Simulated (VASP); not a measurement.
Write the native input for VASP 6.6.1 that does the following.

```
Task                   : relaxation of cell and atoms
Functional             : PBE
Potentials or basis    : VASP PAW PBE potentials, release 64 (Al, Ga_d, N)
Cutoff                 : 520 eV
k mesh                 : 4 × 4 × 3
Occupations            : gaussian, width 0.15 eV
Spin                   : no spin polarisation
Further INCAR settings : PREC = Normal; ALGO = Fast; EDIFF = 0.0001; IBRION = 2; EDIFFG = -0.08; NSW = 24; ISIF = 3
```

The structure of AlGa3N2 lies in POSCAR:

```
AlGa3N2
1.0
    2.7472279200     -2.9308534000      0.0000000000
    2.7472279200      2.9308534000      0.0000000000
    0.0000000000      0.0000000000      6.0970666300
Al Ga N
1 3 2
Direct
    0.0000000000      0.0000000000      0.0000000000
    0.5000000000      0.5000000000      0.1516371700
    0.5000000000      0.5000000000      0.8483628300
    0.5000000000      0.5000000000      0.5000000000
    0.2086922300      0.7913077700      0.5000000000
    0.7913077700      0.2086922300      0.5000000000
```

The cell was built by a generator and needn't be a form met in nature.

The input as run:

INCAR

```
SYSTEM = AlGa3N2
ALGO     = Fast           ! electronic algorithm
EDIFF    = 1E-4           ! SCF threshold, eV
EDIFFG   = -0.08          ! ionic threshold
ENCUT    = 520            ! plane-wave cutoff, eV
GGA      = PE             ! functional
IBRION   = 2              ! ionic algorithm
ISIF     = 3              ! what is computed and relaxed
ISMEAR   = 0              ! smearing method
KPAR     = 2            
LASPH    = .TRUE.         ! aspherical terms in the spheres
LCHARG   = .FALSE.        ! write CHGCAR
LREAL    = .FALSE.        ! projectors in reciprocal space
LWAVE    = .FALSE.        ! write WAVECAR
NELM     = 60             ! most SCF steps
NSW      = 24             ! ionic steps
PREC     = Normal         ! precision mode
SIGMA    = 0.15           ! smearing width, eV
```

KPOINTS

```
k-points
0
G
  4 4 3
  0 0 0
```

Potentials or basis: VASP PAW PBE potentials, release 64 (Al, Ga_d, N).

The run is started by

```bash
$ cat potpaw_PBE.64/Al/POTCAR potpaw_PBE.64/Ga_d/POTCAR potpaw_PBE.64/N/POTCAR > POTCAR
$ mpirun -np 2 vasp_std > vasp.out
```

It gave:

The relaxed volume is 17.68 Å³/atom, the relaxed cell is a = 3.749 Å, b = 3.749 Å, c = 7.886 Å, α = 90.00°, β = 90.00°, γ = 106.87° and the space group after relaxing (to 0.05 Å) is Cmmm (No. 65). The energy gained by relaxing is 891.7 meV/atom. The ionic steps are 13. The pressure after relaxing is 0.2 GPa. The largest force after relaxing is 0.059 eV/Å and the band gap on the k mesh is none (metal or under the smearing width).

Caveat: the k mesh is coarse (spacing up to 0.39 Å⁻¹), so the values aren't converged; the relaxation stopped at a loose force limit of 0.08 eV/Å, so its end isn't a converged minimum.

Wall time 100 s on 2 MPI ranks on Intel(R) Xeon(R) Platinum 8488C (Sapphire Rapids) (shared host), peak memory 0.17 GiB a rank.
